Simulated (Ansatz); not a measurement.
# Si: a trial structure relaxed, part 1 of 2

Where does this trial cell of Si go when cell and atoms are let free?

Program: Ansatz 0.2.0. Level of theory: DFT PBE, scalar-relativistic, plane waves, PAW. These are calculated values, not measurements.

## (1) Starting point

It takes space group P6_3/mmc (No. 194, hexagonal). Conventional cell: a = 3.057 Å, b = 3.057 Å, c = 14.838 Å, α = 90.00°, β = 90.00°, γ = 120.00°. Si (site symmetry 3m) has 12 Si at 3.02 to 3.06 Å as nearest neighbours. Si (site symmetry -6m2) has 12 Si at 3.05 to 3.06 Å as nearest neighbours.

Structure file:

```
Si
1.0
     3.05746    0.00000    0.00000
    -1.52873    2.64784    0.00000
     0.00000    0.00000   14.83807
Si
6
Direct
  0.66667 0.33333 0.91724
  0.00000 0.00000 0.25000
  0.66667 0.33333 0.58276
  0.33333 0.66667 0.41724
  0.00000 0.00000 0.75000
  0.33333 0.66667 0.08276
```

The cell is invented: one element on all sites of the Tb type (P6_3/mmc, No. 194). The dimensions are guesses.

## (2) Probe: one point on a coarse mesh

File input.yaml:

```yaml
crystal:
  lattice:
    - [3.05745707, 0.0, 0.0]
    - [-1.52872854, 2.6478355, 0.0]
    - [0.0, 0.0, 14.83806583]
  atoms:
    - { symbol: Si, position: [0.66666667, 0.33333333, 0.91723859] }
    - { symbol: Si, position: [0.0, 0.0, 0.25] }
    - { symbol: Si, position: [0.66666667, 0.33333333, 0.58276141] }
    - { symbol: Si, position: [0.33333333, 0.66666667, 0.41723859] }
    - { symbol: Si, position: [0.0, 0.0, 0.75] }
    - { symbol: Si, position: [0.33333333, 0.66666667, 0.08276141] }
basis:
  ecutwfc: 420
kpoints:
  mp_grid: { grid: [6, 6, 2] }
hamiltonian:
  xc: pbe
scf:
  occupations: { method: gaussian, width: 0.1 }
  lower_state_search: "off"
output:
  forces: true
  stress: true
  eigenvalues: true
```

Launch:

```bash
$ ansatz run input.yaml --threads 1 --pin off --max-ram 2048MiB --backend cpu --events-out ev --progress --plain --runs-dir out
```

Output:

```text
[... 29 lines left out ...]
SCF 1 converged in 6 iterations: F = -3809.458870 eV  dr2 = 6.23e-9
SCF converged after 6 iterations
Free energy (F): -3809.458870 eV
Harris-Foulkes:  -3809.458870 eV  (|F-HF|=1.88e-9)
Internal energy: -3809.436935 eV  (E = F + TS)
E sigma→0 (E₀):  -3809.447903 eV
Entropy (-TS):   -0.021934 eV (-3.656 meV/atom)
Fermi energy:    6.666022 eV
--- Per-component energies (eV) ---
  E_band       = 49.057771
  E_kinetic    = 214.179072
  E_local      = -56.304403  (includes V_loc(G=0)·N_el)
  E_nonlocal   = 152.577343
  E_hartree    = 7.986732
  E_xc         = -322.716721
  E_vxc        = -268.705140  (∫ρ·V_xc dr)
  E_paw        = -3069.995284  (= ΣΔE_a)
  E_vpaw       = -8.662758  (= ΣTr[D̂ρ^β])
  E_aug_tail   = 0.000048  (compensation charges beyond the density's cutoff)
  E_ewald      = -735.163722
  E_smearing   = -0.021934  (= −TS)
  E_closure    = 0.000000  (closes the sum)
  Σ components = -3809.458870   (vs F -3809.458870, Δ=0.00e0)
--- Forces (eV/Å), atoms counted from 1 ---
  atom   1  Si    -0.00000000     0.00000000    -0.00819840
  atom   2  Si    -0.00000000    -0.00000000     0.00000000
  atom   3  Si    -0.00000000    -0.00000000     0.00819840
  atom   4  Si     0.00000000     0.00000000    -0.00819840
  atom   5  Si     0.00000000     0.00000000     0.00000000
  atom   6  Si     0.00000000    -0.00000000     0.00819840
  max |Σ_I F_I| component: 4.05e-17 eV/Å
--- Stress (GPa, compression-positive) ---
      -11.368273      -0.000000       0.000000
        0.000000     -11.368273       0.000000
        0.000000       0.000000     -15.339933
  P = ⅓ Tr σ = -12.6922 GPa (-126.922 kbar)
--- Band table (eV; the first three rows and the last of 14) ---
  k-point 0: bands = ["-4.9877", "-4.3675", "-4.3120", "-2.4561", "-2.4007", "0.0092", "1.7685", "5.3566", "5.3929", "10.5891", "10.6412", "12.6087", "12.6087", "12.8497", "12.8497", "12.9464", "12.9464", "13.5850", "13.5850", "13.7773", "13.7773", "14.3177", "14.3177", "14.6824"]
  k-point 1: bands = ["-4.8257", "-4.8257", "-3.5361", "-3.5361", "-1.0655", "-1.0655", "3.1374", "3.1374", "7.9095", "7.9095", "12.6808", "12.6808", "12.6808", "12.6808", "13.2325", "13.2325", "13.2366", "13.2366", "13.2366", "13.2366", "14.1249", "14.1249", "14.1249", "14.1249"]
  k-point 2: bands = ["-4.4237", "-3.8056", "-3.7506", "-1.9024", "-1.8465", "0.5505", "2.3027", "5.8493", "5.8925", "8.7453", "9.2824", "9.3242", "10.5312", "10.7463", "10.9815", "11.0555", "11.2852", "11.4858", "11.5285", "12.2945", "12.9178", "12.9737", "13.5944", "14.1738"]
  k-point 13: bands = ["1.2321", "1.2321", "1.4138", "1.4138", "1.5682", "1.5682", "3.6191", "3.6191", "3.6467", "3.6467", "3.6899", "3.6899", "5.7542", "5.7542", "5.8080", "5.8080", "5.8667", "5.8667", "9.0549", "9.0549", "9.5178", "9.5178", "10.1507", "10.1507"]
```

It took 2.6 s on 1 thread of Arm Neoverse V1, shared host; peak memory 0.33 GiB.

From the probe: pressure -12.7 GPa, largest force 0.01 eV/Å, gap on this mesh none (metal). A cheap, loose relaxation comes first.

## (3) Coarse relaxation

Changes to input.yaml since step 2:

```diff
@@ -25 +25,6 @@
   eigenvalues: true
+relax:
+  adjacent_minimum: "off"
+  f_tol: 0.04
+  max_steps: 70
+  cell: { stress_tol: 0.4 }
```

Launch:

```bash
$ ansatz run input.yaml --threads 1 --pin off --max-ram 2048MiB --backend cpu --events-out ev --progress --plain --runs-dir out
```

Output:

```text
Warning: RAYON_NUM_THREADS=1 ignored (pool sized by the plan → 1); use --threads N
Engine: ansatz 0.2.0, aarch64-unknown-linux-gnu
Pseudopotentials: kind: paw
Pseudopotential: Si, paw, valence charge 4, recommended cutoff 420 eV (normal), Si.paw.azcp
Functional definition: PBE
  parameter kappa = 0.804
  parameter beta = 0.06672455060314922
  exchange = pbe_x(kappa = kappa, mu = beta*pi^2/3)
  correlation = pbe_c(beta = beta)
Crystal: 6 atoms, lattice volume = 120.124 Å³
Basis set: ecut = 420 eV, 2341 PW (Γ), exchange–correlation on 48×48×200 points (8 copies of the dense FFT grid, shifted against one another)
Bands: 18, of which v1, the nominal top of the filled ones, is band 12 counted from 1 (11 counted from 0)
Symmetry: 24 space group operations
Space group: P63/mmc (ITA 194), of the structure as read, at distance tolerance 4.9e-5 Å
k-points: 14 of 72
Non-local potential: Si, projectors of the file, l = 0: 2, l = 1: 2, l = 2: 2
PAW form: soft (Blöchl's): semilocal exchange-correlation on the pseudo side does not see the compensation charge
PAW one-centre angular grid: Si, 110 points (default); XC on 64 Gauss nodes
Initial density: superposition of atomic densities (neutral atoms: chi_scale 0, normalization atom), corrected by the library's trained network
Initial wavefunctions: pseudopotential atomic-orbital guess
Functional: x = pbe(κ = 0.804, μ = 0.2195149727645171), c = pbe(β = 0.06672455060314922)
SCF iter   1: F=—  HF=-3809.458919 eV  |F-HF|=—  |Δ(HF+E_count)|=         —  Δρ=1.75e-3  dr2=5.32e-3  ethr=1.77e-3  ⟨swp⟩=7.4  Hψ=3352  notcnv=0  defer=5
automatic band count: the SCF goes on with 24 bands, as 18 were too few: the levels above may hold too much charge
preconditioner: auto → none  [insulator: Δε(μ)=0.123 eV  Ē_g=7.992 eV  σ=0.100 eV  W_gap=0.61  n_scr=8 (ndim 8)  ℏωp=16.6 eV  f_vac=0.000  D(μ)=4.27/eV (n_scr^D=40)  ε∞_Penn≈5.3]
SCF iter   2: F=—  HF=-3809.458837 eV  |F-HF|=—  |Δ(HF+E_count)|=   8.12e-5  Δρ=7.58e-4  dr2=1.82e-3  ethr=2.21e-5  ⟨swp⟩=2.0  Hψ=527  notcnv=0  defer=5
SCF iter   3: F=—  HF=-3809.458858 eV  |F-HF|=—  |Δ(HF+E_count)|=   2.07e-5  Δρ=3.55e-4  dr2=6.17e-4  ethr=7.58e-6  ⟨swp⟩=2.1  Hψ=321  notcnv=0  defer=5
SCF iter   4: F=—  HF=-3809.458840 eV  |F-HF|=—  |Δ(HF+E_count)|=   1.83e-5  Δρ=6.70e-5  dr2=4.67e-6  ethr=2.57e-6  ⟨swp⟩=1.9  Hψ=344  notcnv=0  defer=5
SCF iter   5: F=—  HF=-3809.458870 eV  |F-HF|=—  |Δ(HF+E_count)|=   2.99e-5  Δρ=7.57e-6  dr2=6.38e-8  ethr=1.95e-8  ⟨swp⟩=2.4  Hψ=423  notcnv=0  defer=5
SCF iter   6: F=-3809.458870 eV  HF=-3809.458870 eV  |F-HF|=1.90e-9  |Δ(HF+E_count)|=   1.93e-8  Δρ=2.13e-6  dr2=6.25e-9  ethr=2.66e-10  ⟨swp⟩=6.6  Hψ=1535  notcnv=0
SCF 1 converged in 6 iterations: F = -3809.458870 eV  dr2 = 6.25e-9
relax step   1: F+E_penalty+E_count = -3809.45886973 eV  Δ(F+E_penalty+E_count) = +0.000e0 eV  max|allowed force component| = 8.198e-3 eV/Å  Δτ_max = 0.0000 Å  P = -12.692 GPa  Ω = 120.124 Å³  (6 SCF iters, dr2 threshold 1.00e-7 eV, accepted)
Crystal: 6 atoms, lattice volume = 106.400 Å³
Basis set: ecut = 420 eV, 2027 PW (Γ), exchange–correlation on 48×48×200 points (8 copies of the dense FFT grid, shifted against one another)
Bands: 24, of which v1, the nominal top of the filled ones, is band 12 counted from 1 (11 counted from 0)
Initial density: handed on by an earlier stage of this run
Initial wavefunctions: those handed on with the density
iter 1 solved again at ethr=4.65e-5 eV; its pass at ethr=3.10e-3 eV (dr2=1.12e-2 eV) is discarded
SCF iter   1: F=—  HF=-3810.541030 eV  |F-HF|=—  |Δ(HF+E_count)|=         —  Δρ=2.91e-3  dr2=1.08e-2  ethr=4.65e-5  ⟨swp⟩=1.6  Hψ=2114  notcnv=0
preconditioner: auto → none  [insulator: Δε(μ)=0.208 eV  Ē_g=8.653 eV  σ=0.100 eV  W_gap=0.79  n_scr=8 (ndim 8)  ℏωp=17.6 eV  f_vac=0.000  D(μ)=3.81/eV (n_scr^D=28)  ε∞_Penn≈5.2]
SCF iter   2: F=—  HF=-3810.538136 eV  |F-HF|=—  |Δ(HF+E_count)|=   2.89e-3  Δρ=1.27e-3  dr2=2.71e-3  ethr=4.50e-5  ⟨swp⟩=1.0  Hψ=336  notcnv=0
SCF iter   3: F=—  HF=-3810.537647 eV  |F-HF|=—  |Δ(HF+E_count)|=   4.89e-4  Δρ=5.07e-4  dr2=1.41e-3  ethr=1.13e-5  ⟨swp⟩=1.8  Hψ=378  notcnv=0
SCF iter   4: F=—  HF=-3810.537461 eV  |F-HF|=—  |Δ(HF+E_count)|=   1.85e-4  Δρ=4.87e-5  dr2=1.58e-6  ethr=5.86e-6  ⟨swp⟩=1.0  Hψ=336  notcnv=0
SCF iter   5: F=—  HF=-3810.537470 eV  |F-HF|=—  |Δ(HF+E_count)|=   9.12e-6  Δρ=6.78e-6  dr2=5.23e-8  ethr=6.59e-9  ⟨swp⟩=2.1  Hψ=499  notcnv=0
SCF iter   6: F=-3810.537470 eV  HF=-3810.537470 eV  |F-HF|=5.95e-9  |Δ(HF+E_count)|=  5.00e-10  Δρ=1.28e-6  dr2=7.11e-9  ethr=2.18e-10  ⟨swp⟩=2.4  Hψ=1114  notcnv=0
SCF 2 converged in 6 iterations: F = -3810.537470 eV  dr2 = 7.11e-9
relax step   2: F+E_penalty+E_count = -3810.53747017 eV  Δ(F+E_penalty+E_count) = -1.079e0 eV  max|allowed force component| = 5.963e-2 eV/Å  Δτ_max = 0.0017 Å  P = -11.205 GPa  Ω = 106.400 Å³  energy of the carried Pulay correction = +1.228e-3 eV  (6 SCF iters, dr2 threshold 6.00e-7 eV, accepted)
Crystal: 6 atoms, lattice volume = 96.770 Å³
Basis set: ecut = 420 eV, 1893 PW (Γ), exchange–correlation on 48×48×200 points (8 copies of the dense FFT grid, shifted against one another)
iter 1 solved again at ethr=1.00e-4 eV; its pass at ethr=3.10e-3 eV (dr2=2.40e-2 eV) is discarded
SCF iter   1: F=—  HF=-3811.197508 eV  |F-HF|=—  |Δ(HF+E_count)|=         —  Δρ=3.36e-3  dr2=2.52e-2  ethr=1.00e-4  ⟨swp⟩=1.2  Hψ=2088  notcnv=0
preconditioner: auto → none  [insulator: Δε(μ)=0.354 eV  Ē_g=9.225 eV  σ=0.100 eV  W_gap=0.75  n_scr=8 (ndim 8)  ℏωp=18.5 eV  f_vac=0.000  D(μ)=3.02/eV (n_scr^D=10)  ε∞_Penn≈5.0]
SCF iter   2: F=—  HF=-3811.192744 eV  |F-HF|=—  |Δ(HF+E_count)|=   4.76e-3  Δρ=1.43e-3  dr2=2.76e-3  ethr=1.00e-4  ⟨swp⟩=1.1  Hψ=339  notcnv=0
SCF iter   3: F=—  HF=-3811.192083 eV  |F-HF|=—  |Δ(HF+E_count)|=   6.61e-4  Δρ=5.70e-4  dr2=9.64e-4  ethr=1.15e-5  ⟨swp⟩=2.1  Hψ=433  notcnv=0
SCF iter   4: F=—  HF=-3811.191904 eV  |F-HF|=—  |Δ(HF+E_count)|=   1.79e-4  Δρ=7.96e-5  dr2=9.09e-6  ethr=4.02e-6  ⟨swp⟩=1.3  Hψ=345  notcnv=0
SCF iter   5: F=—  HF=-3811.191904 eV  |F-HF|=—  |Δ(HF+E_count)|=   1.11e-8  Δρ=2.21e-5  dr2=2.51e-7  ethr=3.79e-8  ⟨swp⟩=2.6  Hψ=482  notcnv=0
SCF iter   6: F=-3811.191904 eV  HF=-3811.191904 eV  |F-HF|=2.32e-9  |Δ(HF+E_count)|=   1.11e-7  Δρ=1.56e-6  dr2=3.80e-9  ethr=1.05e-9  ⟨swp⟩=2.9  Hψ=1354  notcnv=0
SCF 3 converged in 6 iterations: F = -3811.191904 eV  dr2 = 3.80e-9
relax step   3: F+E_penalty+E_count = -3811.19190401 eV  Δ(F+E_penalty+E_count) = -6.544e-1 eV  max|allowed force component| = 1.261e-1 eV/Å  Δτ_max = 0.0091 Å  P = -7.673 GPa  Ω = 96.770 Å³  energy of the carried Pulay correction = +2.178e-3 eV  (6 SCF iters, dr2 threshold 6.00e-7 eV, accepted)
[... 11 lines left out ...]
relax step   4: F+E_penalty+E_count = -3811.55545433 eV  Δ(F+E_penalty+E_count) = -3.636e-1 eV  max|allowed force component| = 9.339e-2 eV/Å  Δτ_max = 0.0318 Å  P = -0.253 GPa  Ω = 87.516 Å³  energy of the carried Pulay correction = +3.176e-3 eV  (6 SCF iters, dr2 threshold 6.00e-7 eV, accepted)
[... 11 lines left out ...]
relax step   5: F+E_penalty+E_count = -3811.69039606 eV  Δ(F+E_penalty+E_count) = -1.349e-1 eV  max|allowed force component| = 2.490e-1 eV/Å  Δτ_max = 0.0137 Å  P = +4.046 GPa  Ω = 84.521 Å³  energy of the carried Pulay correction = +3.503e-3 eV  (6 SCF iters, dr2 threshold 6.00e-7 eV, accepted)
[... 11 lines left out ...]
relax step   6: F+E_penalty+E_count = -3811.68095865 eV  Δ(F+E_penalty+E_count) = +9.437e-3 eV  max|allowed force component| = 2.495e-1 eV/Å  Δτ_max = 0.0578 Å  P = +3.840 GPa  Ω = 85.531 Å³  energy of the carried Pulay correction = +3.367e-3 eV  (6 SCF iters, dr2 threshold 6.00e-7 eV, rejected (line search))
[... 11 lines left out ...]
relax step   7: F+E_penalty+E_count = -3811.77578363 eV  Δ(F+E_penalty+E_count) = -8.539e-2 eV  max|allowed force component| = 1.331e-1 eV/Å  Δτ_max = 0.0249 Å  P = +1.036 GPa  Ω = 87.361 Å³  energy of the carried Pulay correction = +3.169e-3 eV  (6 SCF iters, accepted)
[... 12 lines left out ...]
relax step   8: F+E_penalty+E_count = -3811.78550256 eV  Δ(F+E_penalty+E_count) = -9.719e-3 eV  max|allowed force component| = 1.957e-2 eV/Å  Δτ_max = 0.0196 Å  P = +0.012 GPa  Ω = 88.490 Å³  energy of the carried Pulay correction = +3.039e-3 eV  (6 SCF iters, dr2 threshold 6.00e-7 eV, accepted)
Basis set: ecut = 420 eV, 1719 PW (Γ), exchange–correlation on 40×40×160 points (8 copies of the dense FFT grid, shifted against one another)
Initial wavefunctions: pseudopotential atomic-orbital guess (no wavefunctions were taken with the density)
iter 1 solved again at ethr=6.35e-8 eV; its pass at ethr=3.10e-3 eV (dr2=1.52e-5 eV) is discarded
SCF iter   1: F=—  HF=-3811.784517 eV  |F-HF|=—  |Δ(HF+E_count)|=         —  Δρ=5.08e-5  dr2=1.90e-7  ethr=6.35e-8  ⟨swp⟩=3.1  Hψ=2701  notcnv=0
preconditioner: auto → none  [insulator: Δε(μ)=0.175 eV  Ē_g=9.911 eV  σ=0.100 eV  W_gap=0.77  n_scr=8 (ndim 8)  ℏωp=19.3 eV  f_vac=0.000  D(μ)=1.17/eV (n_scr^D=4)  ε∞_Penn≈4.8]
SCF iter   2: F=—  HF=-3811.784496 eV  |F-HF|=—  |Δ(HF+E_count)|=   2.17e-5  Δρ=2.57e-5  dr2=5.35e-8  ethr=7.92e-10  ⟨swp⟩=2.0  Hψ=496  notcnv=0
SCF iter   3: F=—  HF=-3811.784496 eV  |F-HF|=—  |Δ(HF+E_count)|=   5.61e-7  Δρ=3.58e-6  dr2=4.01e-8  ethr=2.23e-10  ⟨swp⟩=2.0  Hψ=496  notcnv=0
iter 4 did not close the SCF: its close was put off for the readings that it lacked (scf_convergence_deferred on its scf_iter line)
SCF iter   4: F=-3811.784496 eV  HF=-3811.784496 eV  |F-HF|=1.10e-10  |Δ(HF+E_count)|=  9.39e-10  Δρ=6.17e-7  dr2=3.28e-10  ethr=1.67e-10  ⟨swp⟩=1.1  Hψ=342  notcnv=0
iter 5 did not close the SCF: its close was put off for the readings that it lacked (scf_convergence_deferred on its scf_iter line)
SCF iter   5: F=-3811.784496 eV  HF=-3811.784496 eV  |F-HF|=4.73e-11  |Δ(HF+E_count)|=  3.59e-11  Δρ=2.80e-7  dr2=8.82e-11  ethr=1.36e-12  ⟨swp⟩=2.1  Hψ=396  notcnv=0
SCF iter   6: F=-3811.784496 eV  HF=-3811.784496 eV  |F-HF|=1.36e-12  |Δ(HF+E_count)|=  9.09e-13  Δρ=2.88e-8  dr2=1.44e-12  ethr=1.00e-12  ⟨swp⟩=3.5  Hψ=1020  notcnv=0
SCF 9 converged in 6 iterations: F = -3811.784496 eV  dr2 = 1.44e-12
relax step   9: F+E_penalty+E_count = -3811.78449607 eV  Δ(F+E_penalty+E_count) = +1.006e-3 eV  max|allowed force component| = 1.956e-2 eV/Å  Δτ_max = 0.0000 Å  P = -0.003 GPa  Ω = 88.490 Å³  stress off target by 4.58e-2 GPa  SCF on the basis re-selected at this cell (its energy is not comparable with the rows above)  (6 SCF iters)
basis re-selected at this cell: Δ(F+E_penalty+E_count) = +1.006e-3 eV, ΔP = -0.015 GPa vs the last step (what re-selecting the basis moved, of the pressure what is left beyond the Pulay correction that the steps carried, after the strain that the cell walked since its last selection, with what the two solves' SCF thresholds leave and, on support functions, any second-order correction that the steps lacked; it is no measure of the basis error at this ecutwfc). The dense FFT grid was sized anew with the basis: this SCF ran on 20×20×80 points, the steps before it on 24×24×100, so part of this shift can come from that change (see relax.cell in the input reference). This SCF's stress stands 4.58e-2 GPa from its target on what of the cell is left free (relax.cell.stress_tol is 4.00e-1 GPa) and its largest allowed force component is 1.96e-2 eV/Å (relax.f_tol is 4.00e-2 eV/Å): within both
SCF converged after 6 iterations
Free energy (F): -3811.784496 eV
Harris-Foulkes:  -3811.784496 eV  (|F-HF|=1.36e-12)
Internal energy: -3811.778641 eV  (E = F + TS)
E sigma→0 (E₀):  -3811.781568 eV
Entropy (-TS):   -0.005855 eV (-0.976 meV/atom)
Fermi energy:    10.244334 eV
--- Per-component energies (eV) ---
  E_band       = 114.066348
  E_kinetic    = 245.409633
  E_local      = 5.771641  (includes V_loc(G=0)·N_el)
  E_nonlocal   = 152.331824
  E_hartree    = 4.263736
  E_xc         = -335.827298
  E_vxc        = -286.604805  (∫ρ·V_xc dr)
  E_paw        = -3072.867593  (= ΣΔE_a)
  E_vpaw       = -11.369457  (= ΣTr[D̂ρ^β])
  E_aug_tail   = 0.000040  (compensation charges beyond the density's cutoff)
  E_ewald      = -810.860623
  E_smearing   = -0.005855  (= −TS)
  E_closure    = 0.000000  (closes the sum)
  Σ components = -3811.784496   (vs F -3811.784496, Δ=0.00e0)
--- Forces (eV/Å), atoms counted from 1 ---
  atom   1  Si    -0.00000000     0.00000000     0.01955987
  atom   2  Si    -0.00000000    -0.00000000     0.00000000
  atom   3  Si    -0.00000000     0.00000000    -0.01955987
  atom   4  Si     0.00000000     0.00000000     0.01955987
  atom   5  Si     0.00000000     0.00000000     0.00000000
  atom   6  Si     0.00000000     0.00000000    -0.01955987
  max |Σ_I F_I| component: 8.33e-17 eV/Å
--- Stress (GPa, compression-positive) ---
       -0.026992      -0.000000       0.000000
       -0.000000      -0.026992       0.000000
        0.000000       0.000000       0.045827
  P = ⅓ Tr σ = -0.0027 GPa (-0.027 kbar)
--- Band table (eV; the first three rows and the last of 14) ---
  k-point 0: bands = ["-3.8637", "-2.9230", "-2.7555", "0.1247", "0.2676", "4.7152", "5.6532", "11.8539", "11.9876", "15.7498", "15.7498", "16.0072", "16.0072", "16.3341", "16.3341", "17.1107", "17.1107", "17.6363", "17.6363", "18.6054", "18.6054", "19.5084", "19.7752", "20.2875"]
  k-point 1: bands = ["-3.6089", "-3.6089", "-1.5663", "-1.5663", "2.4304", "2.4304", "8.3794", "8.3794", "15.7880", "15.7880", "15.8519", "15.8519", "15.8519", "15.8519", "16.6246", "16.6246", "16.6246", "16.6246", "18.3943", "18.3943", "18.3943", "18.3943", "19.6197", "19.6197"]
  k-point 2: bands = ["-3.2417", "-2.3041", "-2.1376", "0.7305", "0.8760", "5.2781", "6.2673", "11.0857", "11.9413", "12.0138", "12.5007", "12.5817", "13.5970", "14.4044", "14.4132", "14.5686", "14.7995", "16.6709", "16.9470", "16.9571", "17.1845", "17.2954", "18.9432", "19.3551"]
  k-point 13: bands = ["3.2807", "3.2807", "3.6574", "3.6574", "3.8718", "3.8718", "5.6601", "5.6601", "5.8375", "5.8375", "6.1437", "6.1437", "9.1465", "9.1465", "9.7579", "9.7579", "10.3382", "10.3382", "15.0589", "15.0589", "15.3839", "15.3839", "15.8738", "15.8738"]
--- Relaxed structure (8 steps of the walk, 7 accepted, 1 SCFs on fresh bases) ---
  F+E_penalty+E_count = -3811.78449607 eV   max|allowed force component| = 1.956e-2 eV/Å   (the final SCF, on the basis selected at the relaxed cell)
  cell:  # Å, volume = 88.4901 Å³
    - [2.9287493165440543, 2.7652296480357623e-9, 0.0]
    - [-1.4643746606667862, 2.5363713080608488, 0.0]
    - [0.0, 0.0, 11.912408623332306]
  atoms:
    - { symbol: Si, position: [0.6666666666666666, 0.33333333333333337, 0.9182936633582021] }
    - { symbol: Si, position: [-1.4634283657481972e-32, -2.974625079197101e-32, 0.25] }
    - { symbol: Si, position: [0.6666666666666666, 0.33333333333333337, 0.5817063366417979] }
    - { symbol: Si, position: [0.33333333333333337, 0.6666666666666667, 0.4182936633582022] }
    - { symbol: Si, position: [1.6168080670948722e-32, 3.043067645903552e-32, 0.7500000000000001] }
    - { symbol: Si, position: [0.33333333333333337, 0.6666666666666667, 0.08170633664179787] }
```

It took 21 s on 1 thread of Arm Neoverse V1, shared host; peak memory 0.35 GiB.

Step by step:

```csv
step,E - E(step 1) (eV/cell),largest force component (eV/Å),pressure (GPa),volume (Å³)
1,0.0000,0.0082,-12.69,120.12
2,-1.0786,0.0596,-11.21,106.40
3,-1.7330,0.1261,-7.67,96.77
4,-2.0966,0.0934,-0.25,87.52
5,-2.2315,0.2490,4.05,84.52
6,-2.2221,0.2495,3.84,85.53
7,-2.3169,0.1331,1.04,87.36
8,-2.3266,0.0196,0.01,88.49
9,-2.3256,0.0196,0.00,88.49
```

Step 1 is the start. Step 9 repeats the geometry before it on a plane-wave basis chosen anew for that cell, so its energy need not be comparable with the rows above. Step 6 was tried and not accepted.

|  | before | after | change |
| --- | --- | --- | --- |
| a (Å) | 3.057 | 2.929 | -4.2 % |
| b (Å) | 3.057 | 2.929 | -4.2 % |
| c (Å) | 14.838 | 11.912 | -19.7 % |
| volume (Å³/atom) | 20.02 | 14.75 | -26.3 % |
| shortest distance (Å) | 3.025 | 2.578 | -14.7 % |
| space group (0.01 Å) | P6_3/mmc | P6_3/mmc | same |

The run keeps the 24 symmetry operations of the start, so it could not have lowered the symmetry.

(Continued in part 2 of 2.)
